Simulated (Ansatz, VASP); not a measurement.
**Si53C55 (C_Si2): VASP beside Ansatz**

Aim: how closely do two programs agree when they are given the same cell, functional and k mesh? The cell is taken from a series of runs on this material, whose earlier steps may have relaxed, scaled, displaced or heated it; both programs get it as it stands.

Main program and level: Ansatz 0.2.0; plane waves, with VASP 6.6.1 beside it; single point at r2SCAN.

### 1. Starting point

The cell holds 108 atoms: 53 Si and 55 C. Cell: a = 9.236 Å, b = 9.236 Å, c = 15.108 Å, α = 90.0°, β = 90.0°, γ = 120.0°. It derives from SiC (SiC (P6_3mc)). Nearest the centre at fractional (0.556, 0.444, 0.667): C78 at 0.00 Å, C83 at 1.68 Å, C81 at 1.68 Å, C74 at 1.69 Å, C99 at 1.70 Å, Si25 at 3.02 Å, Si46 at 3.02 Å, Si28 at 3.03 Å. The cell carries charge −2.

### 2. Ansatz: single point, r2SCAN

Ansatz runs on its PAW soft_1 files.

With cell and atoms fixed, the geometry can't cause a difference; cores, projectors, grids and the points listed under the comparison can.

The input, input.yaml:

```yaml
crystal:
  checkpoint: "../qm2_M2.relax.run"
  host: checkpoint
total_charge: -2
basis:
  ecutwfc: 500
  xc_grid: 2
hamiltonian:
  xc: r2scan
  pseudopotentials: { kind: paw, azcp: { folder: soft_1 } }
kpoints:
  mp_grid: { grid: [2, 2, 2], shift: [0.5, 0.5, 0.5] }
magnetization:
  spin_polarized: true
  initial_magnetization: 2
  spin_locking: { lock_magnetization: hard }
scf:
  occupations: { method: fermi_dirac, width: 0.01 }
  max_iter: 100
output:
  forces: true
  eigenvalues: true
  charged_corrections:
    epsilon: [7.09, 7.09, 7.35]
    static_epsilon: [10.43, 10.43, 10.95]
    defect_position: [0.555556, 0.444444, 0.666501]
  eigenstates: { localisation: true }
  populations: true
  efg: {}
checkpoint:
  read: "../qm2_M2.relax.run"
  write: "../qm2_M2.point.run"
  compress: false
  write_wavefunctions: false
  write_every: 100000
```

Command:

```
$ ansatz run input.yaml --threads 8 --pin off --max-ram 15073MiB --backend cpu --events-out ev --progress --plain --runs-dir out
```

Numbers of over 12 decimals in the logs are rounded to 6 here.

The program printed:

```text
Warning: This run holds its total moment fixed (magnetization.spin_locking.lock_magnetization: hard) and mixes its density by anderson or broyden (scf.mixing.algorithm, typed or taken by auto). Slabs with a fixed moment have converged under broyden above another state at the same moment, at the default mixing steps and at smaller ones, and under scf.lower_state_search: standard, light or off a state that such a mixer [...]
crystal.checkpoint: the structure is that of <dir>, a `relax` run, at its step 6: its result, under r2scan at a charge of -2 e; 108 atoms read, 0 with a starting moment; crystal.structure_sha256 for this input is
Engine: ansatz 0.2.0, aarch64-unknown-linux-gnu
Pseudopotentials: kind: paw
Pseudopotential: Si, paw, valence charge 4, recommended cutoff 500 eV (meta_gga), soft_1/Si.paw.azcp
Pseudopotential: C, paw, valence charge 4, recommended cutoff 500 eV (meta_gga), soft_1/C.paw.azcp
Functional definition: r2SCAN
  parameter k0 = 0.174
  parameter k1 = 0.065
  parameter a1 = 4.9479
  exchange = r2scan_x(k0 = k0, k1 = k1, a1 = a1)
  correlation = r2scan_c
Crystal: 108 atoms, lattice volume = 1116.095 Å³
Basis set: ecut = 500 eV, 28399 PW (Γ), exchange–correlation on 144×144×240 points (8 copies of the dense FFT grid, shifted against one another)
Bands: 326, of which v1, the nominal top of the filled ones, is band 217 counted from 1 (216 counted from 0)
Symmetry: 1 space group operations
Space group: P1 (ITA 1), of the structure as read, at distance tolerance 1.0e-4 Å
Magnetic group: BNS 1.1 (UNI 1), of the structure as read, at distance tolerance 1.0e-4 Å
k-points: 4 of 8 (time reversal used)
Non-local potential: Si, projectors of the file, l = 0: 2, l = 1: 2, l = 2: 1
Non-local potential: C, projectors of the file, l = 0: 2, l = 1: 2, l = 2: 1
PAW form: soft (Blöchl's): semilocal exchange-correlation on the pseudo side does not see the compensation charge
PAW frozen core: Si, regenerated for the run's functional (the file was generated under x = pbe(κ = 0.804, μ = 0.219515), c = pbe(β = 0.066725))
PAW frozen core: C, regenerated for the run's functional (the file was generated under x = pbe(κ = 0.804, μ = 0.219515), c = pbe(β = 0.066725))
PAW one-centre angular grid: Si, 302 points (default); XC on 160 Gauss nodes
PAW one-centre angular grid: C, 302 points (default); XC on 219 of its mesh's 2255 points in the sphere
Initial density: read from a saved state, or passed on in memory by an earlier SCF of this step, an earlier step, the calling program or the single point that the run made first
Stability of the state it starts from, as read at its close in the collinear treatment: not read, because the mixer in use, unlike msr1, does not test its closes by its own steps (another_mixer); its run was given moments
Starting moments: Σ|m| = 2 μB on 108 of 108 sites; this step starts from the density that it was given
Initial wavefunctions: pseudopotential atomic-orbital guess — the wavefunctions supplied were not used: k-point sampling differs
Functional: x = r2scan, c = r2scan; τ floored in thin density (d = 2e-4 eV/Å³)
iter 1 solved again at ethr=1.67e-5 eV; its pass at ethr=3.10e-3 eV (dr2=7.26e-2 eV) is discarded
SCF iter   1: F=—  HF=-47716.368228 eV  |F-HF|=—  |Δ(HF+E_count)|=         —  Δρ=1.55e-3 (↑1.38e-3 ↓1.55e-3)  dr2=7.19e-2  dr2_τ=1.11e-3  dr2_m=1.71e-3  M=2.000 μB ∫|m|=2.048 μB  β_m=1.20  ethr=1.67e-5  ⟨swp⟩=9.6  Hψ=19452  notcnv=0  defer=2
preconditioner: auto → Resta (q_TF=auto, 2.331 Å⁻¹)  ε∞=4.3  [insulator: Δε(μ)=0.266 eV  Ē_g=12.736 eV  σ=0.010 eV  W_gap=1.00  n_scr=244 (ndim 8)  ℏωp=23.2 eV  f_vac=0.000  D(μ)=0.00/eV (n_scr^D=0)  ε∞_Penn≈4.3]
spin=Collinear: Resta preconditioning applied to the charge; magnetization (m = ρ↑ − ρ↓) channel mixes plain (no charge-response kernel on spin).
SCF iter   2: F=—  HF=-47716.378863 eV  |F-HF|=—  |Δ(HF+E_count)|=   1.06e-2  Δρ=1.03e-3 (↑9.84e-4 ↓1.03e-3)  dr2=3.13e-2  dr2_τ=1.11e-4  dr2_m=6.08e-5  M=2.000 μB ∫|m|=2.051 μB  β_m=1.20  ethr=1.66e-5  ⟨swp⟩=6.5  Hψ=5427  notcnv=0  defer=4  κ⁻¹=1.0e0(r=1)
SCF iter   3: F=—  HF=-47716.380551 eV  |F-HF|=—  |Δ(HF+E_count)|=   1.69e-3  Δρ=4.87e-4 (↑4.87e-4 ↓4.61e-4)  dr2=6.03e-3  dr2_τ=2.11e-5  dr2_m=3.40e-5  M=2.000 μB ∫|m|=2.057 μB  β_m=1.20  ethr=7.21e-6  ⟨swp⟩=4.8  Hψ=5185  notcnv=0  defer=208  κ⁻¹=7.3e-2(r=2)
[...]
k-point 3 ↓: bands = [... 213 lower, 9.0853, 9.1244, 9.3009, 12.0183, 12.1312, 12.5679, 12.6348, 12.7389, ... 105 higher]
--- Löwdin populations: 108 sites ---
  site symbol       q [e]    m [muB]
     0     Si      2.9484     0.0145
     1     Si      2.9538     0.0177
     2     Si      3.0015     0.0384
     3     Si      2.9733     0.0342
     4     Si      2.9630     0.0193
     5     Si      2.9680     0.0222
     6      C      4.9939     0.0063
     7      C      4.9932     0.0067
     8      C      4.9821     0.0081
     9      C      4.9805     0.0083
    10      C      4.9844     0.0083
    11      C      4.9843     0.0080
    12     Si      2.9554     0.0150
    13     Si      2.9545     0.0174
    14     Si      2.9977     0.0323
    15     Si      2.9753     0.0369
    16     Si      2.9628     0.0196
    17     Si      2.9686     0.0223
    18      C      4.9943     0.0068
    19      C      4.9930     0.0066
    20      C      4.9667     0.0030
    21      C      4.9808     0.0093
    22      C      4.9846     0.0074
    23      C      4.9805     0.0101
[...]
100     Si      2.9910     0.0214
   101     Si      2.9674     0.0224
   102      C      4.9916     0.0046
   103      C      4.9843     0.0059
   104      C      4.9819     0.0081
   105      C      4.9805     0.0083
   106      C      4.9845     0.0083
   107      C      4.9843     0.0080
  spilling = 0.010665 (of n_electrons = 434.000000)
```

Reading the cycles: dr2 is the Hartree energy of the density residual (eV), the measure of convergence; HF is the Harris–Foulkes estimate of the energy, which meets the free energy F at convergence.

### 3. VASP: single point, r2SCAN

The same cell, functional, mesh and smearing now go to VASP, with its own data sets.

Lines of VASP's logs that name or quote its potential files are left out, and so is its time.

The input, INCAR:

```
SYSTEM = Si53C55
PREC = Accurate
ENCUT = 580
EDIFF = 1E-06
NELM = 200
ISMEAR = -1
SIGMA = 0.01
LREAL = Auto
ALGO = Normal
METAGGA = R2SCAN
LASPH = .TRUE.
NELECT = 434
NBANDS = 292
ISPIN = 2
MAGMOM = 0 0 0.01 0.01 0 0 0 0 0.01 0.01 0 0 0 0 0.01 0.01 0 0 0 0 0.01 0.01 0 0 0 0 0.01 0 0 0 0 0.01 0.01 0 0 0 0 0.01 0.01 0 0 0 0 0.01 0.01 0 0 0 0 0.01 0.01 0 0 0 0 0 0 0 0 0 0 0 0 0 0 0 0 0 0 0 0 0 0 0.01 0 0 0 0.01 0 0 0 0 0 0 0 0 0 0 0 0 0 0 0 0 0 0 0 0 0.01 0 0 0 0 0 0 0 0 0
LORBIT = 11
LWAVE = .FALSE.
LCHARG = .FALSE.
ISIF = 2
ISYM = 0
NUPDOWN = 2
GGA_COMPAT = .FALSE.
LMIXTAU = .TRUE.
```

The input, POSCAR:

```
Si53C55
1.0
    9.2359949282      0.0000000000      0.0000000000
   -4.6179974641      7.9986062370      0.0000000000
    0.0000000000      0.0000000000     15.1078644027
Si C
53 55
Direct
    0.1131561316      0.2211679842      0.8329023010
    0.2214799586      0.1133116263      0.3337135041
    0.2257561429      0.1154271511      0.6662089580
[... 5 atom lines left out ...]
    0.2257954297      0.4435749705      0.6661284951
[... 7 atom lines left out ...]
    0.9992726903      0.6676138673      0.5000832859
[... 1 atom line left out ...]
    0.4487911936      0.2257174094      0.8305591003
[... 1 atom line left out ...]
    0.5578666485      0.1155894120      0.6663023180
[... 1 atom line left out ...]
    0.3327375397      0.0010585135      0.5000892385
[... 1 atom line left out ...]
    0.4486168399      0.5521076434      0.8306434484
    0.5544330509      0.4461575780      0.3335696591
[... 1 atom line left out ...]
    0.3350453347      0.3354695301      0.5031912887
[... 3 atom lines left out ...]
    0.5571310285      0.7748854933      0.6660915794
[... 1 atom line left out ...]
    0.3328147508      0.6673838415      0.5002343981
[... 1 atom line left out ...]
    0.7795350387      0.2212989669      0.8328010687
[... 5 atom lines left out ...]
    0.7750494656      0.5519228810      0.8305548628
[... 1 atom line left out ...]
    0.8852872863      0.4430267464      0.6663239682
[... 1 atom line left out ...]
    0.6649048779      0.3354377557      0.5033035508
[... 1 atom line left out ...]
    0.7796274295      0.8876222240      0.8329128574
[... 1 atom line left out ...]
    0.8852503096      0.7749187497      0.6661827409
[... 1 atom line left out ...]
    0.6648222180      0.6651882990      0.5031844708
[... 3 atom lines left out ...]
    0.1117029374      0.2219633493      0.7082790437
[... 1 atom line left out ...]
    0.2215570374      0.1113876162      0.5419748066
[... 3 atom lines left out ...]
    0.1120027808      0.5553030678      0.7077477929
[... 1 atom line left out ...]
    0.2215022851      0.4447614937      0.5419037378
[... 1 atom line left out ...]
    0.0001549779      0.6642103472      0.8725878054
[... 1 atom line left out ...]
    0.1119269227      0.8889084440      0.7076941437
[... 3 atom lines left out ...]
    0.3365711125      0.0005887423      0.8725823799
[... 1 atom line left out ...]
    0.4572449545      0.2452385501      0.7037251307
[... 1 atom line left out ...]
    0.5552943566      0.1113916452      0.5419095099
[... 1 atom line left out ...]
    0.5559922050      0.4445776857      0.6663162397
    0.3356949429      0.3318751820      0.8747024741
    0.3336064881      0.3362915684      0.3769086194
    0.4567625676      0.5439519156      0.7037770116
[... 1 atom line left out ...]
    0.5552605910      0.4448268626      0.5556096570
[... 1 atom line left out ...]
    0.3366537265      0.6641527681      0.8723619024
[... 1 atom line left out ...]
    0.4456922807      0.8890910459      0.7077632666
[... 1 atom line left out ...]
    0.5552073882      0.7784667564      0.5418844768
[... 3 atom lines left out ...]
    0.7790234276      0.2220058524      0.7082635422
[... 3 atom lines left out ...]
    0.6688670167      0.3318483560      0.8747289888
    0.6642952022      0.3363476578      0.3770434848
    0.7556946869      0.5436387953      0.7037141827
[... 1 atom line left out ...]
    0.8888007313      0.4448924946      0.5419141339
[... 1 atom line left out ...]
    0.6689857887      0.6651378819      0.8747000441
    0.6643734467      0.6670991366      0.3768885599
    0.7787882494      0.8890596953      0.7082827673
[... 1 atom line left out ...]
    0.8887263743      0.7786007355      0.5419485253
    0.7783620067      0.8884931486      0.0418224650
```

The input, KPOINTS:

```
Points of the shifted mesh
8
Reciprocal
 0.2500000000  0.2500000000  0.2500000000 1
 0.2500000000  0.2500000000  0.7500000000 1
 0.2500000000  0.7500000000  0.2500000000 1
 0.2500000000  0.7500000000  0.7500000000 1
 0.7500000000  0.2500000000  0.2500000000 1
 0.7500000000  0.2500000000  0.7500000000 1
 0.7500000000  0.7500000000  0.2500000000 1
 0.7500000000  0.7500000000  0.7500000000 1
```

The projector-augmented-wave data sets are Si and C (PBE family, release 64).

Command:

```
$ export OMP_NUM_THREADS=4
$ mpirun -np 1 vasp_std
```

The program printed:

```text
[banner, memory and clock lines left out]
running    1 mpi-ranks, on    1 nodes
[...]
Offloading initialized ...    1 GPUs detected
[...]
|                                                                             |
|               ----> ADVICE to this user running VASP <----                  |
|                                                                             |
|     You enforced a specific xc type in the INCAR file but a different       |
|     [... a line on the potential file left out ...]
|     I HOPE YOU KNOW WHAT YOU ARE DOING!                                     |
|                                                                             |

 LDA part: xc-table for (None), standard interpolation
 POSCAR, INCAR and KPOINTS ok, starting setup
[...]
entering main loop
       N       E                     dE             d eps       ncg     rms          rms(c)
DAV:   1     0.125021624249E+04    0.12502E+04   -0.21885E+05  9344   0.152E+03
DAV:   2    -0.101297034535E+04   -0.22632E+04   -0.21379E+04 11384   0.257E+02
DAV:   3    -0.117719533053E+04   -0.16422E+03   -0.16231E+03 11448   0.641E+01
DAV:   4    -0.118103179703E+04   -0.38365E+01   -0.38173E+01 11296   0.106E+01
DAV:   5    -0.118114515702E+04   -0.11336E+00   -0.11314E+00 11368   0.170E+00BRMIX: very serious problems
 the old and the new charge density differ
 old charge density:   432.00000 new  434.00000
    0.665E+01
DAV:   6    -0.101736922839E+04    0.16378E+03   -0.24580E+02 10744   0.216E+01    0.371E+01
DAV:   7    -0.101914015637E+04   -0.17709E+01   -0.33933E+01 11784   0.828E+00    0.164E+01
DAV:   8    -0.101959923805E+04   -0.45908E+00   -0.13032E+00 10696   0.215E+00    0.319E+00
DAV:   9    -0.101963089662E+04   -0.31659E-01   -0.16697E-01 10920   0.781E-01    0.909E-01
[...]
DAV:  15    -0.101963583263E+04   -0.54879E-05   -0.13834E-05 11176   0.672E-03    0.924E-03
DAV:  16    -0.101963583424E+04   -0.16112E-05   -0.24067E-06  6520   0.309E-03    0.437E-03
DAV:  17    -0.101963583476E+04   -0.51971E-06   -0.10773E-06  5784   0.175E-03
   1 F= -.10196358E+04 E0= -.10196358E+04  d E =-.215266E-06  mag=     1.9971
```

Parts of OUTCAR (step 3):

```text
  FREE ENERGIE OF THE ION-ELECTRON SYSTEM (eV)
  ---------------------------------------------------
  free  energy   TOTEN  =     -1019.6358347589 eV

  energy  without entropy=    -1019.6358345436  energy(sigma->0) =    -1019.63583465

 magnetization (x)
# of ion       s       p       d       tot
------------------------------------------
    1        0.001   0.003   0.000   0.004
    2        0.002   0.003   0.000   0.005
    3        0.002   0.008   0.000   0.010
    4        0.001   0.007   0.000   0.008
    5        0.000   0.003   0.000   0.003
    6        0.000   0.004   0.000   0.004
    7        0.002   0.002   0.000   0.004
    8        0.001   0.003   0.000   0.005
    9        0.001   0.007   0.000   0.008
   10        0.001   0.008   0.000   0.009
   11        0.000   0.003   0.000   0.004
   12        0.000   0.004   0.000   0.004
   13        0.002   0.002   0.000   0.004
[...]
--------------------------------------------------
tot          0.203   0.213   0.000   0.416
```

The run ends at a pressure of 1.08 GPa, with forces up to 0.19 eV/Å.

### 4. Comparison

Known differences besides the potentials themselves: VASP starts from the moments at which Ansatz ended; VASP keeps PBE cores, Ansatz makes them for the functional; the cutoff is 500 eV in Ansatz and 580 eV in VASP (PREC = Accurate, projectors in real space). Total energies have different zeros and are not compared.

The two programs side by side:

| quantity | Ansatz | VASP | difference |
| --- | --- | --- | --- |
| total moment, fixed by the input (μB) | 2.00 | 2.00 | 0.00 |

Forces on 9 of the 108 atoms, those with the largest forces and the largest differences (eV/Å; atoms numbered as in POSCAR):

| atom | Ansatz x, y, z | VASP x, y, z |
| --- | --- | --- |
| Si9 | 0.105, -0.127, 0.035 | 0.099, -0.134, 0.030 |
| Si28 | 0.048, -0.084, 0.133 | 0.042, -0.087, 0.136 |
| C67 | 0.126, -0.089, -0.080 | 0.127, -0.088, -0.078 |
| C73 | 0.133, -0.073, -0.083 | 0.133, -0.074, -0.081 |
| C74 | -0.161, -0.054, -0.059 | -0.161, -0.080, -0.048 |
| C81 | -0.079, 0.042, -0.044 | -0.102, 0.055, -0.032 |
| C83 | -0.042, 0.052, -0.060 | -0.041, 0.051, -0.092 |
| C85 | -0.140, 0.076, -0.062 | -0.141, 0.077, -0.063 |
| C99 | -0.052, 0.144, -0.053 | -0.030, 0.157, -0.042 |

The forces differ by 4.0 meV/Å r.m.s., which is 6.5 % of the r.m.s. force of 0.061 eV/Å (both taken over all components). The cell carries a charge of -2 e against a uniform background, so its pressure also hangs on how the neutralising background is counted, and in a defect's cell a gap may be the spacing between its levels.

### 5. Outcome

```json
{
 "r.m.s. force difference (single point, r2SCAN)": "4.0 meV/Å"
}
```

The r.m.s. force difference is 4.0 meV/Å (single point, r2SCAN), within the 12 meV/Å picked in this series as the mark of a large difference. How closely two codes agree says nothing of how well the functional describes the real material.

[Lines on the potential files, build, host, timing and source positions are cut from VASP's logs without a mark.]

[Logs are printed without paths, hosts, clocks, repeated set-up lines and the standing remarks that a program may print on its own settings, such as how far it seeks lower states.]

[Hosts, paths, dates, database ids (printed as entryN), source tags and the programs' standing remarks are cut or masked in the printed files.]
